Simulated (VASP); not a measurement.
# Li2S (Fm-3m) in VASP: further runs

One crystal, Li2S, is run at these levels: LDA; tasks: single point, relaxation of cell and atoms.

All numbers are computed with VASP 6.6.1; they aren't measurements. Logs are shortened: lines on timing, memory, paths and dates and some standing lists are left out, and cuts for length are marked.

## Step 1: Starting point

It takes space group Fm-3m (No. 225, cubic). The conventional cell has a = 5.706 Å, b = 5.706 Å, c = 5.706 Å, α = 90.00°, β = 90.00°, γ = 90.00°. Around Li (site symmetry -43m) lie 4 S at 2.47 Å. Around S (site symmetry m-3m) lie 8 Li at 2.47 Å.

## Step 2: Single point, LDA (relaxed again under DFT LDA, scalar-relativistic, plane waves, PAW)

The input, INCAR:

```
SYSTEM = Li2S
ALGO     = Normal         ! electronic algorithm
EDIFF    = 1E-6           ! SCF threshold, eV
ENCUT    = 520            ! plane-wave cutoff, eV
ISIF     = 2              ! what is computed and relaxed
ISMEAR   = 0              ! smearing method
LASPH    = .True.         ! aspherical terms in the spheres
LCHARG   = .False.        ! write CHGCAR
LREAL    = .False.        ! projectors in reciprocal space
LWAVE    = .False.        ! write WAVECAR
NBANDS   = 13             ! bands
NELM     = 80             ! most SCF steps
PREC     = Accurate       ! precision mode
SIGMA    = 0.02           ! smearing width, eV
```

The input, KPOINTS:

```
k-points
0
Gamma
  8 8 8
  0 0 0
```

The input, POSCAR:

```
Li2S
1.0
    0.0000000000      2.7836009944      2.7836009944
    2.7836009944      0.0000000000      2.7836009944
    2.7836009944      2.7836009944      0.0000000000
Li S
2 1
Direct
    0.2500000000      0.2500000000      0.2500000000
    0.7500000000      0.7500000000      0.7500000000
    0.0000000000      0.0000000000      0.0000000000
```

Potentials or basis: VASP PAW LDA potentials, release 64 (Li_sv, S).

Run with:

```
> cat potpaw_LDA.64/Li_sv/POTCAR potpaw_LDA.64/S/POTCAR > POTCAR
> mpirun -np 1 vasp_std > vasp.out
```

OUTCAR:

```text
SYSTEM = Li2S
   EDIFF = 1E-6
   ENCUT = 520
   ISIF = 2
   ISMEAR = 0
   LASPH = .True.
   LREAL = .False.
   NELM = 80
   PREC = Accurate

 ion  position               nearest neighbor table
   1  0.250  0.250  0.250-   3 2.41   3 2.41   3 2.41   3 2.41
   2  0.750  0.750  0.750-   3 2.41   3 2.41   3 2.41   3 2.41
   3  0.000  0.000  0.000-   2 2.41   2 2.41   2 2.41   1 2.41   1 2.41   1 2.41   2 2.41   1 2.41

  LATTYP: Found a face centered cubic cell.
 ALAT       =     5.5672019888

  Lattice vectors:

 A1 = (   0.0000000000,   2.7836009944,   2.7836009944)
 A2 = (   2.7836009944,   0.0000000000,   2.7836009944)
 A3 = (   2.7836009944,   2.7836009944,   0.0000000000)

Analysis of symmetry for initial positions (statically):
=====================================================================
 Subroutine PRICEL returns:
 Original cell was already a primitive cell.

 Routine SETGRP: Setting up the symmetry group for a
 face centered cubic supercell.

 Subroutine GETGRP returns: Found 48 space group operations
 (whereof 48 operations were pure point group operations)
 out of a pool of 48 trial point group operations.

The static configuration has the point symmetry O_h .

Analysis of symmetry for dynamics (positions and initial velocities):
=====================================================================
 Subroutine PRICEL returns:
 Original cell was already a primitive cell.

 Routine SETGRP: Setting up the symmetry group for a
 face centered cubic supercell.

 Subroutine GETGRP returns: Found 48 space group operations
 (whereof 48 operations were pure point group operations)
 out of a pool of 48 trial point group operations.

The dynamic configuration has the point symmetry O_h .

 Subroutine INISYM returns: Found 48 space group operations
 (whereof 48 operations are pure point group operations),
 and found     1 'primitive' translations

----------------------------------------------------------------------------------------

                                     Primitive cell

  volume of cell :      43.1371

  direct lattice vectors                    reciprocal lattice vectors
     0.000000000  2.783600994  2.783600994    -0.179623445  0.179623445  0.179623445
     2.783600994  0.000000000  2.783600994     0.179623445 -0.179623445  0.179623445
     2.783600994  2.783600994  0.000000000     0.179623445  0.179623445 -0.179623445

  length of vectors
     3.936606279  3.936606279  3.936606279     0.311116933  0.311116933  0.311116933

  position of ions in fractional coordinates (direct lattice)
     0.250000000  0.250000000  0.250000000
     0.750000000  0.750000000  0.750000000
     0.000000000  0.000000000  0.000000000

  ion indices of the primitive-cell ions
   primitive index   ion index
                 1           1
                 2           2
                 3           3

----------------------------------------------------------------------------------------

 KPOINTS: k-points

Automatic generation of k-mesh.
 Grid dimensions read from file:
 generate k-points for:    8    8    8

 Generating k-lattice:

  Cartesian coordinates                     Fractional coordinates (reciprocal lattice)
    -0.022452931  0.022452931  0.022452931     0.125000000  0.000000000  0.000000000
     0.022452931 -0.022452931  0.022452931     0.000000000  0.125000000  0.000000000
     0.022452931  0.022452931 -0.022452931     0.000000000  0.000000000  0.125000000

  Length of vectors
     0.038889617  0.038889617  0.038889617

  Shift w.r.t. Gamma in fractional coordinates (k-lattice)
     0.000000000  0.000000000  0.000000000

 Subroutine IBZKPT returns following result:
 ===========================================

 Found     29 irreducible k-points:

 Following reciprocal coordinates:
            Coordinates               Weight
  0.000000  0.000000  0.000000      1.000000
  0.125000  0.000000  0.000000      8.000000
  0.250000  0.000000  0.000000      8.000000
  0.375000  0.000000  0.000000      8.000000
  0.500000  0.000000  0.000000      4.000000
  0.125000  0.125000  0.000000      6.000000
[... 16 lines left out ...]
  0.500000  0.250000  0.125000     48.000000
 -0.375000  0.250000  0.125000     24.000000
 [... further k-points ...]
   k-points           NKPTS =     29   k-points in BZ     NKDIM =     29   number of bands    NBANDS=     13
   number of dos      NEDOS =    301   number of ions     NIONS =      3
   total plane-waves  NPLWV =  27000
   dimension x,y,z NGX =    30 NGY =   30 NGZ =   30
   dimension x,y,z NGXF=    60 NGYF=   60 NGZF=   60
   ions per type =               2   1
   NGX,Y,Z   is equivalent  to a cutoff of  12.67, 12.67, 12.67 a.u.
   NGXF,Y,Z  is equivalent  to a cutoff of  25.34, 25.34, 25.34 a.u.
 SYSTEM =  Li2S
   PREC   = accura    normal or accurate (medium, high low for compatibility)
   ISTART =      0    job   : 0-new  1-cont  2-samecut
   ICHARG =      2    charge: 1-file 2-atom 10-const
   ISPIN  =      1    spin polarized calculation?
   LNONCOLLINEAR =      F non collinear calculations
   LSORBIT =      F    spin-orbit coupling
   LASPH  =      T    aspherical Exc in radial PAW
   ENCUT  =  520.0 eV  38.22 Ry    6.18 a.u.   7.32  7.32  7.32*2*pi/ulx,y,z
   NELM   =     80;   NELMIN=  2; NELMDL= -5     # of ELM steps
   EDIFF  = 0.1E-05   stopping-criterion for ELM
   LREAL  =      F    real-space projection
[... 7 lines left out ...]
   TEBEG  =    0.0;   TEEND  =   0.0 temperature during run
   PSTRESS=    0.0 pullay stress
   NELECT =      12.0000    total number of electrons
   NUPDOWN=      -1.0000    fix difference up-down
   EMIN   =  10.00;   EMAX   =-10.00  energy-range for DOS
   EFERMI =   0.00;   METHOD = LEGACY
   ISMEAR =     0;   SIGMA  =   0.02  broadening in eV -4-tet -1-fermi 0-gaus
   EFERMI_NEDOS =   21; number of points for ismear=-14 and -15
   IALGO  =     38    algorithm
   IMIX   =      4    mixing-type and parameters
     AMIX     =   0.40;   BMIX     =  1.00
     AMIX_MAG =   1.60;   BMIX_MAG =  1.00
  volume/ion in A,a.u.               =      14.38        97.03
  Fermi-wavevector in a.u.,A,eV,Ry     =   1.068690  2.019531 15.539180  1.142098
  Thomas-Fermi vector in A             =   2.204346
   LORBIT       =      0    0 simple, 1 ext, 2 COOP (PROOUT), +10 PAW based schemes
   GGA     = CA    functional components
   LHFCALC =     F    Hartree Fock is set to
   AEXX    =    0.0000 exact exchange contribution
   IVDW    =     0    specifies the selected vdW correction
   LEPSILON=     F    determine dielectric tensor
   LRPA    =     F    only Hartree local field effects (RPA)
 non-spin polarized calculation
 Gauss-broadening in eV      SIGMA  =   0.02
  energy-cutoff  :      520.00
  volume of cell :       43.14
 maximum number of plane-waves:      1211
 NGX is ok and might be reduce to    30
   NGX = 15   NGY = 15   NGZ = 15

 number of electron      12.0000021 magnetization

 Free energy of the ion-electron system (eV)
  ---------------------------------------------------
  ext. energy  EPLUGINS =         0.00000000
  ---------------------------------------------------
  free energy    TOTEN  =       -13.01465483 eV

  energy without entropy =      -13.01465483  energy(sigma->0) =      -13.01465483

 E-fermi :   2.0760     XC(G=0):  -9.0893

 val. band max:        1.8370973083   @ k =   0.0000   0.0000   0.0000
 cond. band min:       4.9521606271   @ k =   0.5000   0.5000   0.0000
 fundamental gap:      3.1150633188
 Fermi energy:         2.0759624686

 k-point     1 :       0.0000    0.0000    0.0000
  band No.  band energies     occupation
      1     -41.2614      2.00000
      2     -41.1983      2.00000
      3      -9.3257      2.00000
      4       1.8371      2.00000
      5       1.8371      2.00000
      6       1.8371      2.00000
      7       6.2727      0.00000
      8       7.8714      0.00000
      9       7.8714      0.00000
     10       7.8714      0.00000
     11      13.1429      0.00000
     12      13.1429      0.00000
     13      14.3119      0.00000

 k-point     2 :       0.1250    0.0000    0.0000
  band No.  band energies     occupation
      1     -41.2588      2.00000
      2     -41.2003      2.00000
      3      -9.2626      2.00000
      4       1.1746      2.00000
      5       1.7348      2.00000
      6       1.7348      2.00000
      7       6.6983      0.00000
      8       8.1273      0.00000
      9       8.1273      0.00000
     10       8.3060      0.00000
     11      12.0850      0.00000
     12      12.0851      0.00000
     13      14.5178      0.00000

 k-point     3 :       0.2500    0.0000    0.0000
  band No.  band energies     occupation
      1     -41.2513      2.00000
      2     -41.2067      2.00000
      3      -9.0995      2.00000
      4      -0.0242      2.00000
      5       1.5166      2.00000
      6       1.5166      2.00000
      7       7.3345      0.00000
      8       8.4745      0.00000
      9       8.4745      0.00000
     10       9.3087      0.00000
     11      11.7023      0.00000
     12      11.7023      0.00000
     13      15.1158      0.00000
[... 305 lines left out ...]
 k-point    23 :       0.5000    0.2500    0.1250
  band No.  band energies     occupation
      1     -41.2379      2.00000
      2     -41.2185      2.00000
      3      -8.8266      2.00000
      4      -0.7527      2.00000
      5       0.4716      2.00000
      6       0.9755      2.00000
      7       7.4892      0.00000
      8       8.6303      0.00000
      9       9.8489      0.00000
     10      10.3599      0.00000
     11      11.9839      0.00000
     12      14.4326      0.00000
     13      15.9326      0.00000

 k-point    24 :      -0.3750    0.2500    0.1250
  band No.  band energies     occupation
      1     -41.2281      2.00000
      2     -41.2280      2.00000
      3      -8.7601      2.00000
      4      -1.0131      2.00000
      5       0.4605      2.00000
      6       0.8044      2.00000
      7       7.5990      0.00000
      8       8.5126      0.00000
      9      10.2687      0.00000
     10      10.9759      0.00000
     11      12.3101      0.00000
     12      13.6781      0.00000
     13      15.5061      0.00000

 [... further k-points ...]
[... 5 lines left out ...]
  --------------------------------------------------------------------------------------
  -------------------------------------------------------------------------------------
  Total       -0.0127942     -0.0127942     -0.0127942     -0.0000000      0.0000000      0.0000000
  in kB       -0.4751963     -0.4751963     -0.4751963     -0.0000000      0.0000000      0.0000000
  external PRESSURE =      -0.4751963 kB  Pullay stress =       0.0000000 kB

 VOLUME and BASIS-vectors are now :
 -----------------------------------------------------------------------------
  energy-cutoff  :      520.00
  volume of cell :       43.14
      direct lattice vectors                 reciprocal lattice vectors
     0.000000000  2.783600994  2.783600994    -0.179623445  0.179623445  0.179623445
     2.783600994  0.000000000  2.783600994     0.179623445 -0.179623445  0.179623445
     2.783600994  2.783600994  0.000000000     0.179623445  0.179623445 -0.179623445

 POSITION                                       TOTAL-FORCE (eV/Angst)
 -----------------------------------------------------------------------------------
      1.39180      1.39180      1.39180         0.000000      0.000000      0.000000
      4.17540      4.17540      4.17540        -0.000000     -0.000000     -0.000000
      0.00000      0.00000      0.00000         0.000000      0.000000      0.000000
 -----------------------------------------------------------------------------------
    total drift:                                0.000000     -0.000000      0.000000

  FREE ENERGIE OF THE ION-ELECTRON SYSTEM (eV)
  ---------------------------------------------------
  free  energy   TOTEN  =       -13.0146548327 eV

  energy  without entropy=      -13.0146548327  energy(sigma->0) =      -13.01465483
```

Wall time 12 s (1 thread of Intel Xeon Platinum 8488C (Sapphire Rapids), shared host); peak memory 0.14 GiB.

What came out:

```
Free energy            : -13.0147 eV
Band gap on the k mesh : 3.12 eV, indirect (least direct gap 4.44 eV)
```

Caveat: the cutoff is under 1.25 times the usual one of these potentials, so pressure, stress and relaxed cells hold a basis-set (Pulay) error.

## Step 3: Relaxation of cell and atoms, LDA

The input, INCAR:

```
PREC = Accurate
ENCUT = 600
EDIFF = 1E-6
ISMEAR = 0
SIGMA = 0.02
LREAL = F
LASPH = T
NELM = 60
ALGO = Fast
ISIF = 3
LWAVE = F
LCHARG = F
GGA = CA
IBRION = 2
NSW = 70
EDIFFG = -0.005
```

The input, KPOINTS:

```
regular mesh
0
Gamma
  8 8 8
```

The input, POSCAR:

```
Li2S
1.0
    0.0000000000      2.8528159674      2.8528159674
    2.8528159674      0.0000000000      2.8528159674
    2.8528159674      2.8528159674      0.0000000000
Li S
2 1
Direct
    0.2500000000      0.2500000000      0.2500000000
    0.7500000000      0.7500000000      0.7500000000
    0.0000000000      0.0000000000      0.0000000000
```

Potentials or basis: VASP PAW LDA potentials, release 64 (Li_sv, S).

Run with:

```
> cat potpaw_LDA.64/Li_sv/POTCAR potpaw_LDA.64/S/POTCAR > POTCAR
> mpirun -np 1 vasp_std > vasp.out
```

OUTCAR:

```text
PREC = Accurate
   ENCUT = 600
   EDIFF = 1E-6
   ISMEAR = 0
   LREAL = F
   LASPH = T
   NELM = 60
   ISIF = 3
   GGA = CA
   IBRION = 2
   NSW = 70
   EDIFFG = -0.005

 ion  position               nearest neighbor table
   1  0.250  0.250  0.250-   3 2.47   3 2.47   3 2.47   3 2.47
   2  0.750  0.750  0.750-   3 2.47   3 2.47   3 2.47   3 2.47
   3  0.000  0.000  0.000-   1 2.47   2 2.47   2 2.47   2 2.47   2 2.47   1 2.47   1 2.47   1 2.47

  LATTYP: Found a face centered cubic cell.
 ALAT       =     5.7056319348

  Lattice vectors:

 A1 = (   0.0000000000,   2.8528159674,   2.8528159674)
 A2 = (   2.8528159674,   0.0000000000,   2.8528159674)
 A3 = (   2.8528159674,   2.8528159674,   0.0000000000)

Analysis of symmetry for initial positions (statically):
[... 302 lines left out ...]
 val. band max:        1.8579511450   @ k =   0.0000   0.0000   0.0000
 cond. band min:       4.9704778111   @ k =   0.5000   0.5000   0.0000
 fundamental gap:      3.1125266661
 Fermi energy:         2.0100914879

 k-point     1 :       0.0000    0.0000    0.0000
  band No.  band energies     occupation
      1     -41.2289      2.00000
      2     -41.1645      2.00000
      3      -9.3141      2.00000
      4       1.8580      2.00000
      5       1.8580      2.00000
      6       1.8580      2.00000
      7       6.3088      0.00000
      8       7.8932      0.00000
      9       7.8932      0.00000
     10       7.8932      0.00000
[... 287 lines left out ...]
 k-point    24 :      -0.3750    0.2500    0.1250
  band No.  band energies     occupation
      1     -41.1953      2.00000
      2     -41.1952      2.00000
      3      -8.7452      2.00000
      4      -1.0032      2.00000
      5       0.4759      2.00000
      6       0.8206      2.00000
      7       7.6230      0.00000
      8       8.5422      0.00000
      9      10.3010      0.00000
     10      11.0093      0.00000

 [... further k-points ...]
[... 5 lines left out ...]
  --------------------------------------------------------------------------------------
  -------------------------------------------------------------------------------------
  Total       -0.0012808     -0.0012808     -0.0012808      0.0000000      0.0000000     -0.0000000
  in kB       -0.0477184     -0.0477184     -0.0477184      0.0000000      0.0000000     -0.0000000
  external PRESSURE =      -0.0477184 kB  Pullay stress =       0.0000000 kB
[... 18 lines left out ...]
  FREE ENERGIE OF THE ION-ELECTRON SYSTEM (eV)
  ---------------------------------------------------
  free  energy   TOTEN  =       -13.0174722709 eV

  energy  without entropy=      -13.0174722709  energy(sigma->0) =      -13.01747227

 reached required accuracy - stopping structural energy minimisation
```

CONTCAR:

```text
Li2S
   1.00000000000000
    -0.0000000000000000    2.7807188480025475    2.7807188480025475
     2.7807188480025475   -0.0000000000000000    2.7807188480025475
     2.7807188480025475    2.7807188480025475   -0.0000000000000000
  Li              S
     2     1
Direct
     0.2500000000000000    0.2500000000000000    0.2500000000000000
     0.7500000000000000    0.7500000000000000    0.7500000000000000
     0.0000000000000000    0.0000000000000000    0.0000000000000000

  0.00000000E+00  0.00000000E+00  0.00000000E+00
  0.00000000E+00  0.00000000E+00  0.00000000E+00
  0.00000000E+00  0.00000000E+00  0.00000000E+00
```

Wall time 31 s (1 thread of Intel Xeon Platinum 8488C (Sapphire Rapids), shared host); peak memory 0.15 GiB.

What came out:

| Property | Result |
| --- | --- |
| Free energy | -13.0175 eV |
| Relaxed volume | 14.33 Å³/atom |
| Relaxed cell | a = 3.933 Å, b = 3.933 Å, c = 3.933 Å, α = 60.00°, β = 60.00°, γ = 60.00° |
| Space group after relaxing (to 0.05 Å) | Fm-3m (No. 225) |
| Energy gained by relaxing | 11.5 meV/atom |
| Ionic steps | 4 |
| Pressure after relaxing | 0.0 GPa |
| Band gap on the k mesh | 3.11 eV, indirect (least direct gap 4.45 eV) |

The path:
| step | energy change (eV) | largest force (eV/Å) | pressure (GPa) | volume (Å³) |
| --- | --- | --- | --- | --- |
| 1 | 0.0000 | 0.0000 | -3.02 | 46.44 |
| 2 | -0.0276 | 0.0000 | -1.47 | 44.50 |
| 3 | -0.0346 | 0.0000 | -0.14 | 43.14 |
| 4 | -0.0346 | 0.0000 | 0.00 | 43.00 |

Final structure:
```
CELL_PARAMETERS angstrom
0.00000 2.78072 2.78072
2.78072 0.00000 2.78072
2.78072 2.78072 0.00000
ATOMIC_POSITIONS crystal
Li 0.25000 0.25000 0.25000
Li 0.75000 0.75000 0.75000
S 0.00000 0.00000 0.00000
```

Caveat: the cutoff is under 1.25 times the usual one of these potentials, so pressure, stress and relaxed cells hold a basis-set (Pulay) error.
